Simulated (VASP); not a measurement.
# PbSe (Clausthalite) (Fm-3m) in VASP: further runs, part 2 of 2

VASP 6.6.1.

## (4) Relaxation of cell and atoms, PBE+rVV10

INCAR

```
SYSTEM = PbSe
PREC = Accurate ; ENCUT = 600
EDIFF = 1E-6 ; ISMEAR = -1
SIGMA = 0.05 ; LREAL = .FALSE.
LASPH = .TRUE. ; NELM = 100
ALGO = Normal ; ISIF = 3
LWAVE = .FALSE. ; LCHARG = .FALSE.
GGA = PE ; LUSE_VDW = .TRUE.
IVDW_NL = 2 ; BPARAM = 10.0
CPARAM = 0.0093 ; IBRION = 2
NSW = 60 ; EDIFFG = -0.02
```

KPOINTS

```
regular mesh
0
G
  8 8 8
  0 0 0
```

POSCAR

```
PbSe
1.0
    0.0000000000      3.0606500000      3.0606500000
    3.0606500000      0.0000000000      3.0606500000
    3.0606500000      3.0606500000      0.0000000000
Pb Se
1 1
Direct
    0.0000000000      0.0000000000      0.0000000000
    0.5000000000      0.5000000000      0.5000000000
```

Potentials or basis: VASP PAW PBE potentials, release 64 (Pb_d, Se).

Run with:

```
$ cat potpaw_PBE.64/Pb_d/POTCAR potpaw_PBE.64/Se/POTCAR > POTCAR
$ mpirun -np 1 vasp_std > vasp.out
```

OUTCAR:

```text
SYSTEM = PbSe
   PREC = Accurate
   ENCUT = 600
   EDIFF = 1E-6
   ISMEAR = -1
   LREAL = .FALSE.
   LASPH = .TRUE.
   NELM = 100
   ISIF = 3
   GGA = PE
   IVDW_NL = 2
   BPARAM = 10.0
   IBRION = 2
   NSW = 60
   EDIFFG = -0.02

 ion  position               nearest neighbor table
   1  0.000  0.000  0.000-   2 3.06   2 3.06   2 3.06   2 3.06   2 3.06   2 3.06
   2  0.500  0.500  0.500-   1 3.06   1 3.06   1 3.06   1 3.06   1 3.06   1 3.06

  LATTYP: Found a face centered cubic cell.
 ALAT       =     6.1213000000

  Lattice vectors:

 A1 = (   0.0000000000,   3.0606500000,   3.0606500000)
 A2 = (   3.0606500000,   0.0000000000,   3.0606500000)
 A3 = (   3.0606500000,   3.0606500000,   0.0000000000)

Analysis of symmetry for initial positions (statically):
=====================================================================
 Subroutine PRICEL returns:
 Original cell was already a primitive cell.

[... 195 lines left out ...]
     13       9.7531      0.00000
     14      11.5101      0.00000
[... 462 lines left out ...]
--------------------------------------- Ionic step        3  -------------------------------------------

 number of electron      20.0000003 magnetization

 Free energy of the ion-electron system (eV)
  ---------------------------------------------------
  ext. energy  EPLUGINS =         0.00000000
  ---------------------------------------------------
  free energy    TOTEN  =        -7.52140431 eV

  energy without entropy =       -7.52115488  energy(sigma->0) =       -7.52127959

 E-fermi :   4.8706     XC(G=0):  -9.4798

 val. band max:        4.7079733243   @ k =   0.5000   0.0000   0.0000
 cond. band min:       5.0331515446   @ k =   0.5000   0.0000   0.0000
 fundamental gap:      0.3251782203
 Fermi energy:         4.8706137999

 k-point     1 :       0.0000    0.0000    0.0000
  band No.  band energies     occupation
      1     -12.0248      2.00000
      2     -12.0248      2.00000
      3     -12.0248      2.00000
      4     -12.0206      2.00000
      5     -12.0206      2.00000
      6      -8.6543      2.00000
      7      -1.6062      2.00000
      8       2.9664      2.00000
      9       2.9664      2.00000
     10       2.9664      2.00000
     11       9.3763      0.00000
     12       9.3763      0.00000
     13       9.3763      0.00000
     14      11.2463      0.00000
[... 420 lines left out ...]
  FREE ENERGIE OF THE ION-ELECTRON SYSTEM (eV)
  ---------------------------------------------------
  free  energy   TOTEN  =        -7.5214043056 eV

  energy  without entropy=       -7.5211548800  energy(sigma->0) =       -7.52127959

 reached required accuracy - stopping structural energy minimisation
```

OSZICAR:

```text
N       E                     dE             d eps       ncg     rms          rms(c)
DAV:   1     0.166437746967E+03    0.16644E+03   -0.10597E+04   812   0.163E+03
[... 21 lines left out ...]
       N       E                     dE             d eps       ncg     rms          rms(c)
DAV:   1    -0.753731839999E+01   -0.16694E-01   -0.50341E-01   998   0.128E+01    0.674E-01
DAV:   2    -0.752361155429E+01    0.13707E-01   -0.27938E-02   986   0.311E+00    0.248E-01
DAV:   3    -0.752136317654E+01    0.22484E-02   -0.10212E-02  1010   0.175E+00    0.460E-02
DAV:   4    -0.752139854696E+01   -0.35370E-04   -0.23413E-04   818   0.164E-01    0.168E-02
DAV:   5    -0.752140331706E+01   -0.47701E-05   -0.28856E-05  1030   0.772E-02    0.858E-03
DAV:   6    -0.752140430560E+01   -0.98854E-06   -0.20248E-06   682   0.224E-02
   3 F= -.75214043E+01 E0= -.75212796E+01  d E =-.639315E-02
```

Wall time 4.8 min (1 thread of Intel Xeon Platinum 8175M at 2.50GHz (Skylake/Cascade Lake), shared host); peak memory 0.4 GiB.

Results:

```
Free energy                            : -7.5214 eV
Relaxed volume                         : 29.43 Å³/atom
Relaxed cell                           : a = 4.366 Å, b = 4.366 Å, c = 4.366 Å, α = 60.00°, β = 60.00°, γ = 60.00°
Space group after relaxing (to 0.05 Å) : Fm-3m (No. 225)
Energy gained by relaxing              : 3.2 meV/atom
Ionic steps                            : 3
Pressure after relaxing                : 0.0 GPa
Band gap on the k mesh                 : 0.33 eV, direct
```

The path:
```tsv
step	energy change (eV)	largest force (eV/Å)	pressure (GPa)	volume (Å³)
1	0.0000	0.0000	1.37	57.34
2	-0.0056	0.0000	-0.48	59.41
3	-0.0064	0.0000	0.00	58.86
```

Final structure:
```cif
data_structure
_symmetry_space_group_name_H-M 'P 1'
_symmetry_Int_Tables_number 1
_cell_length_a 4.3662
_cell_length_b 4.3662
_cell_length_c 4.3662
_cell_angle_alpha 60.000
_cell_angle_beta 60.000
_cell_angle_gamma 60.000
_cell_volume 58.86
loop_
_atom_site_label
_atom_site_type_symbol
_atom_site_fract_x
_atom_site_fract_y
_atom_site_fract_z
_atom_site_occupancy
Pb1 Pb 0.00000 0.00000 0.00000 1
Se1 Se 0.50000 0.50000 0.50000 1
```

Levels at points of the mesh, in eV from the valence-band top:
| k point | band 7 | band 8 | band 9 | band 10 | band 11 | band 12 | band 13 | band 14 |
| --- | --- | --- | --- | --- | --- | --- | --- | --- |
| (0.00, 0.00, 0.00) | -6.31 | -1.74 | -1.74 | -1.74 | 4.67 | 4.67 | 4.67 | 6.54 |
| (0.50, 0.00, 0.00) | -8.64 | -1.35 | -1.35 | 0.00 | 0.33 | 1.76 | 1.76 | 8.43 |
| (0.50, 0.50, 0.00) | -7.30 | -4.78 | -3.06 | -3.06 | 3.73 | 5.53 | 5.53 | 5.94 |

Caveat: spin-orbit coupling is left out, which as a rule narrows the gap of such compounds by several tenths of an eV.

## (5) Relaxation of cell and atoms, PBE+TS

INCAR

```
SYSTEM = PbSe
  PREC = Accurate
  ENCUT = 600
  EDIFF = 1E-6
  ISMEAR = -1
  SIGMA = 0.05
  LREAL = .False.
  LASPH = .True.
  NELM = 80
  ALGO = Fast
  ISIF = 3
  LWAVE = .False.
  LCHARG = .False.
  GGA = PE
  IVDW = 2
  IBRION = 2
  NSW = 60
  EDIFFG = -0.01
```

KPOINTS

```
regular mesh
0
Gamma
  8 8 8
  0 0 0
```

POSCAR is that of step 4.

Run with:

```
$ cat potpaw_PBE.64/Pb_d/POTCAR potpaw_PBE.64/Se/POTCAR > POTCAR
$ mpirun -np 1 vasp_std > vasp.out
```

It took 2.9 min on 1 thread of Intel Xeon Platinum 8175M at 2.50GHz (Skylake/Cascade Lake), shared host; peak memory 0.24 GiB.

The run converged. Its results:

```
Free energy                            : -8.7504 eV
Relaxed volume                         : 29.38 Å³/atom
Relaxed cell                           : a = 4.364 Å, b = 4.364 Å, c = 4.364 Å, α = 60.00°, β = 60.00°, γ = 60.00°
Space group after relaxing (to 0.05 Å) : Fm-3m (No. 225)
Energy gained by relaxing              : 3.0 meV/atom
Ionic steps                            : 3
Pressure after relaxing                : -0.1 GPa
Band gap on the k mesh                 : 0.37 eV, direct
Hirshfeld charges                      : Pb +0.24; Se -0.24 e
Dispersion energy per atom             : -0.278 eV
```

The path:
| step | energy change (eV) | largest force (eV/Å) | pressure (GPa) | volume (Å³) |
| --- | --- | --- | --- | --- |
| 1 | 0.0000 | 0.0000 | 1.37 | 57.34 |
| 2 | -0.0048 | 0.0000 | -0.63 | 59.40 |
| 3 | -0.0060 | 0.0000 | -0.05 | 58.76 |

Final structure:
```
Pb Se
1.0
     0.00000    3.08566    3.08566
     3.08566    0.00000    3.08566
     3.08566    3.08566    0.00000
Pb Se
1 1
Direct
  0.00000 0.00000 0.00000
  0.50000 0.50000 0.50000
```

Levels at points of the mesh, in eV from the valence-band top:
```tsv
k point	band 6	band 7	band 8	band 9	band 10	band 11	band 12	band 13	band 14
(0.00, 0.00, 0.00)	-13.37	-6.32	-1.75	-1.75	-1.75	4.68	4.68	4.68	6.59
(0.50, 0.00, 0.00)	-12.36	-8.65	-1.36	-1.36	0.00	0.37	1.77	1.77	8.54
(0.50, 0.50, 0.00)	-12.03	-7.33	-4.76	-3.06	-3.06	3.82	5.54	5.54	5.96
```

Caveat: spin-orbit coupling is left out, which as a rule narrows the gap of such compounds by several tenths of an eV.

## (6) For comparison

An earlier run on the cell as given: functional PBEsol; potentials or basis VASP PAW PBE potentials, release 64 (Pb_d, Se); cutoff 520 eV; k mesh 8 × 8 × 8; occupations fermi-dirac, width 0.05 eV; no spin polarisation.

- Pressure: -0.5 GPa
- Band gap on the k mesh: 0.20 eV, direct

## (7) The runs side by side

```tsv
task	level	cell	cutoff (eV)	ladder	gap on the mesh (eV)	pressure (GPa)	relaxed volume (Å³/atom)
relaxation of cell and atoms	PBE+D3(BJ)	relaxed	600	-	0.31	0.0	28.85
relaxation of cell and atoms	PBE+D4	relaxed	600	-	0.31	0.0	28.84
relaxation of cell and atoms	PBE+rVV10	relaxed	600	-	0.33	0.0	29.43
relaxation of cell and atoms	PBE+TS	relaxed	600	-	0.37	-0.1	29.38
single point	PBEsol	as given	520	free	0.20	-0.5	-
```

Alike in all rows: potentials or basis VASP PAW PBE potentials, release 64 (Pb_d, Se); no spin polarisation; k mesh 8 × 8 × 8; smearing fermi-dirac 0.05 eV.

Caveats: spin-orbit coupling is left out, which as a rule narrows the gap of such compounds by several tenths of an eV; the PAW data sets were made with another functional, which shifts forces and pressure a little (some runs).

Total energies depend on the potentials used, so only differences within one code and one set of settings carry meaning.

## (8) How close it comes

Step 2. The cell as given is a measured one (28.67 Å³/atom); PBE+D3(BJ) puts the equilibrium volume +0.6 % from it, thermal expansion not counted.

Step 3. The cell as given is a measured one (28.67 Å³/atom); PBE+D4 puts the equilibrium volume +0.6 % from it, thermal expansion not counted.

Step 4. The cell as given is a measured one (28.67 Å³/atom); PBE+rVV10 puts the equilibrium volume +2.6 % from it, thermal expansion not counted.

Step 5. The cell as given is a measured one (28.67 Å³/atom); PBE+TS puts the equilibrium volume +2.5 % from it, thermal expansion not counted.
